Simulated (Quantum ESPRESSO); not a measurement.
Wanted: the native input for a Quantum ESPRESSO 7.5 run.

```yaml
Task: band structure
Functional: PBEsol
Potentials_or_basis: GBRV 1.5 PBEsol
Cutoff: 612 eV
Density_cutoff: 4898 eV
k_mesh: 7 × 7 × 9
Occupations: fermi-dirac, width 0.05 eV
Spin: no spin polarisation
Mixing_beta: 0.5
Most_SCF_iterations: 120
SCF_threshold: 6e-10 Ry
```

The system is Ti.

```xyz
3
Lattice="4.5674 0.0000 0.0000 -2.2837 3.9555 0.0000 0.0000 0.0000 2.8262" Properties=species:S:1:pos:R:3 pbc="T T T"
Ti    2.2837    1.3185    1.4131
Ti    0.0000    2.6370    1.4131
Ti    0.0000    0.0000    0.0000
```

This isn't the form of Ti at room conditions, which is hcp.

The input as run:

pw.in

```
&CONTROL
  calculation = 'scf'
  prefix = 'pwscf'
  outdir = './tmp'
  pseudo_dir = './pseudo'
  tprnfor = .true.
  tstress = .true.
  disk_io = 'low'
/
&SYSTEM
  ibrav = 0
  celldm(1) = 8
  nat = 3
  ntyp = 1
  ecutwfc = 45
  ecutrho = 360
  nbnd = 26
  occupations = 'smearing'
  smearing = 'fd'
  degauss = 0.00367493
/
&ELECTRONS
  conv_thr = 6d-10
  electron_maxstep = 120
  mixing_beta = 0.5
/
ATOMIC_SPECIES
Ti    47.8670 ti_pbesol_v1.4.uspp.F.UPF
CELL_PARAMETERS alat
  1.0788859422929   0.0000000000000   0.0000000000000
 -0.5394429711464   0.9343426338103   0.0000000000000
  0.0000000000000   0.0000000000000   0.6676034539491
ATOMIC_POSITIONS crystal
Ti     0.6666666667    0.3333333333    0.5000000000
Ti     0.3333333333    0.6666666667    0.5000000000
Ti     0.0000000000    0.0000000000    0.0000000000
K_POINTS automatic
7 7 9 0 0 0
```

bands.in

```
&CONTROL
  calculation = 'bands'
  prefix = 'pwscf'
  outdir = './tmp'
  pseudo_dir = './pseudo'
  disk_io = 'low'
  verbosity = 'high'
/
&SYSTEM
  ibrav = 0
  celldm(1) = 8
  nat = 3
  ntyp = 1
  ecutwfc = 45
  ecutrho = 360
  nbnd = 26
  occupations = 'smearing'
  smearing = 'fd'
  degauss = 0.00367493
/
&ELECTRONS
  conv_thr = 1d-08
  electron_maxstep = 120
  mixing_beta = 0.5
  diago_full_acc = .true.
  startingwfc = 'random'
/
ATOMIC_SPECIES
Ti    47.8670 ti_pbesol_v1.4.uspp.F.UPF
CELL_PARAMETERS alat
  1.0788859422929   0.0000000000000   0.0000000000000
 -0.5394429711464   0.9343426338103   0.0000000000000
  0.0000000000000   0.0000000000000   0.6676034539491
ATOMIC_POSITIONS crystal
Ti     0.6666666667    0.3333333333    0.5000000000
Ti     0.3333333333    0.6666666667    0.5000000000
Ti     0.0000000000    0.0000000000    0.0000000000
K_POINTS crystal
60
 0.0000000000  0.0000000000  0.0000000000 1
 0.1000000000  0.0000000000  0.0000000000 1
 0.2000000000  0.0000000000  0.0000000000 1
 0.3000000000  0.0000000000  0.0000000000 1
 0.4000000000  0.0000000000  0.0000000000 1
 0.5000000000  0.0000000000  0.0000000000 1
 0.4444444444  0.1111111111  0.0000000000 1
 0.3888888889  0.2222222222  0.0000000000 1
 0.3333333333  0.3333333333  0.0000000000 1
 0.2777777778  0.2777777778  0.0000000000 1
 0.2222222222  0.2222222222  0.0000000000 1
 0.1666666667  0.1666666667  0.0000000000 1
 0.1111111111  0.1111111111  0.0000000000 1
 0.0555555556  0.0555555556  0.0000000000 1
 0.0000000000  0.0000000000  0.0000000000 1
 0.0000000000  0.0000000000  0.0625000000 1
 0.0000000000  0.0000000000  0.1250000000 1
 0.0000000000  0.0000000000  0.1875000000 1
 0.0000000000  0.0000000000  0.2500000000 1
 0.0000000000  0.0000000000  0.3125000000 1
 0.0000000000  0.0000000000  0.3750000000 1
 0.0000000000  0.0000000000  0.4375000000 1
 0.0000000000  0.0000000000  0.5000000000 1
 0.0833333333  0.0000000000  0.5000000000 1
 0.1666666667  0.0000000000  0.5000000000 1
 0.2500000000  0.0000000000  0.5000000000 1
 0.3333333333  0.0000000000  0.5000000000 1
 0.4166666667  0.0000000000  0.5000000000 1
 0.5000000000  0.0000000000  0.5000000000 1
 0.4444444444  0.1111111111  0.5000000000 1
 0.3888888889  0.2222222222  0.5000000000 1
 0.3333333333  0.3333333333  0.5000000000 1
 0.2857142857  0.2857142857  0.5000000000 1
 0.2380952381  0.2380952381  0.5000000000 1
 0.1904761905  0.1904761905  0.5000000000 1
 0.1428571429  0.1428571429  0.5000000000 1
 0.0952380952  0.0952380952  0.5000000000 1
 0.0476190476  0.0476190476  0.5000000000 1
 0.0000000000  0.0000000000  0.5000000000 1
 0.5000000000  0.0000000000  0.5000000000 1
 0.5000000000  0.0000000000  0.4444444444 1
 0.5000000000  0.0000000000  0.3888888889 1
 0.5000000000  0.0000000000  0.3333333333 1
 0.5000000000  0.0000000000  0.2777777778 1
 0.5000000000  0.0000000000  0.2222222222 1
 0.5000000000  0.0000000000  0.1666666667 1
 0.5000000000  0.0000000000  0.1111111111 1
 0.5000000000  0.0000000000  0.0555555556 1
 0.5000000000  0.0000000000  0.0000000000 1
 0.3333333333  0.3333333333  0.0000000000 1
 0.3333333333  0.3333333333  0.0500000000 1
 0.3333333333  0.3333333333  0.1000000000 1
 0.3333333333  0.3333333333  0.1500000000 1
 0.3333333333  0.3333333333  0.2000000000 1
 0.3333333333  0.3333333333  0.2500000000 1
 0.3333333333  0.3333333333  0.3000000000 1
 0.3333333333  0.3333333333  0.3500000000 1
 0.3333333333  0.3333333333  0.4000000000 1
 0.3333333333  0.3333333333  0.4500000000 1
 0.3333333333  0.3333333333  0.5000000000 1
```

Potentials or basis: GBRV 1.5 PBEsol.

Run with:

```console
$ OMP_NUM_THREADS=1 mpirun -n 2 pw.x -nk 2 -in pw.in > pw.out
$ OMP_NUM_THREADS=1 mpirun -n 2 pw.x -nk 2 -in bands.in > bands.out
```

It gave:

```yaml
Pressure: -3.8 GPa
Band_gap_on_the_k_mesh: none (metal or under the smearing width)
```

Caveat: some levels on the path didn't converge.

Run time: 56 s on 2 MPI ranks on Arm Neoverse V1, on a shared host, peak memory 0.26 GiB a rank.
